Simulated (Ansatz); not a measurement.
# hcp against fcc along group 4

Level of theory: DFT, revPBE, plane waves (420 eV) with PAW, scalar-relativistic (Ansatz). (PAW data from PBE, frozen cores regenerated.)

Each structure is relaxed within its symmetry, in the lowest magnetic state of the tried starts. Differences under about 8 meV lie within the error of the k-point mesh.

| element | E(hcp) − E(fcc) (meV/atom) | V(hcp) (Å³/atom) | V(fcc) (Å³/atom) | state of hcp | state of fcc |
| --- | --- | --- | --- | --- | --- |
| Ti | -59 | 17.77 | 17.81 | non-magnetic | spin not included |
| Zr | -41 | 23.79 | 23.64 | non-magnetic | spin not included |
| Hf | -71 | 23.00 | 23.05 | spin not included | spin not included |
